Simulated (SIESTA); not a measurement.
## MnF2 under changes of volume

One of the cells (13.107 Å³/atom); the others are scaled copies at fixed shape and fractional positions:

```
Mn F
1.0
     4.87380    0.00000    0.00000
     0.00000    4.87380    0.00000
     0.00000    0.00000    3.31070
Mn F
2 4
Direct
  0.50000 0.50000 0.50000
  0.00000 0.00000 0.00000
  0.80530 0.19470 0.50000
  0.69470 0.69470 0.00000
  0.19470 0.80530 0.50000
  0.30530 0.30530 0.00000
```

```yaml
Program: SIESTA 5.4.2
Functional: LDA
Potentials_or_basis: PseudoDojo 0.4 standard (LDA files)
Basis: DZP (energy shift 0.003 Ry; two zetas on semicore shells)
Grid_cutoff: 800 Ry
Energy_shift: 0.003 Ry
k_mesh: 4 × 4 × 6
Occupations: fermi-dirac, width 0.05 eV
Spin: collinear spin, ferromagnetic start
Starting_moments: "[4.0, 4.0, 0.0, 0.0, 0.0, 0.0] μB"
```

| volume (Å³/atom) | energy over the lowest point (meV/atom) | pressure (GPa) | gap on the mesh (eV) | largest force (eV/Å) |
| --- | --- | --- | --- | --- |
| 12.321 | 0.00 | 1.1 | 1.00 | 0.016 |
| 12.583 | ? | ? | ? | ? |
| 12.845 | 4.56 | -3.7 | 1.08 | 0.041 |
| 13.107 | 12.24 | -5.7 | 1.12 | 0.065 |
| 13.369 | 23.00 | -7.4 | 1.16 | 0.083 |
| 13.631 | 36.45 | -9.0 | 1.19 | 0.098 |
| 13.893 | 52.32 | -10.4 | 1.23 | 0.121 |

**Question.** What does the run at 12.583 Å³/atom give?

**Answer.** Energy over the lowest point 0.34 meV/atom; pressure -1.4 GPa; gap on the mesh 1.04 eV; largest force 0.016 eV/Å.

Worked out: A Birch-Murnaghan fit of order 3 (a polynomial in V^(-2/3)) to the other rows has its minimum at 12.43 Å³/atom with B0 = V·E''(V) = 121 GPa and B' = 4.7 at fixed shape and positions, which overstates the stiffness. It gives 0.33 meV/atom at 12.583 Å³/atom, against the run's 0.34, and -dE/dV = -1.4 GPa, against -1.4. A straight line through the other rows of the gap, of slope 1.91 eV per unit of ln V (its deformation potential), gives 1.04 eV, against the run's 1.04.

Energies are extrapolated to zero smearing.

Caveats: short orbitals over semicore shells can move pressures by several GPa; the basis of atomic orbitals isn't converged, which shifts pressures, moduli and gaps; only a ferromagnetic start was run, and an antiferromagnetic order may lie lower in energy.

A mesh can miss the band edges.
